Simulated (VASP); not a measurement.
## MnS under changes of volume

One of the cells (14.830 Å³/atom); the others are scaled copies at fixed shape and fractional positions:

```
CELL_PARAMETERS angstrom
0.00000 2.45686 2.45686
2.45686 0.00000 2.45686
2.45686 2.45686 0.00000
ATOMIC_POSITIONS crystal
Mn 0.00000 0.00000 0.00000
S 0.75000 0.75000 0.75000
```

The cell is a database's computed one.

| Quantity | Value |
| --- | --- |
| Program | VASP 6.6.1 |
| Functional | PBEsol |
| Potentials or basis | VASP PAW PBE potentials, release 64 (Mn_pv, S) |
| Cutoff | 520 eV |
| k mesh | 9 × 9 × 9 |
| Occupations | fermi-dirac, width 0.05 eV |
| Spin | collinear spin, ferromagnetic start |
| Starting moments | [4.0, 0.0] μB |

```tsv
volume (Å³/atom)	energy over the lowest point (meV/atom)	pressure (GPa)
14.225	13.18	7.0
14.527	?	?
14.830	0.00	0.1
15.435	10.17	-5.4
15.738	22.52	-7.7
```

Problem. What does the run at 14.527 Å³/atom give?

Solution. Energy over the lowest point 3.33 meV/atom; pressure 3.4 GPa.

Worked out: A Birch-Murnaghan fit of order 2 (a polynomial in V^(-2/3)) to the other rows has its minimum at 14.85 Å³/atom with B0 = V·E''(V) = 150 GPa. It gives 3.40 meV/atom at 14.527 Å³/atom, against the run's 3.33, and -dE/dV = 3.4 GPa, against 3.4.

Energies are extrapolated to zero smearing.

Caveats: the PAW data sets were made with another functional, which shifts forces and pressure a little; the moment fell far below its start of 4 μB, so a state of higher moment may lie lower in energy.
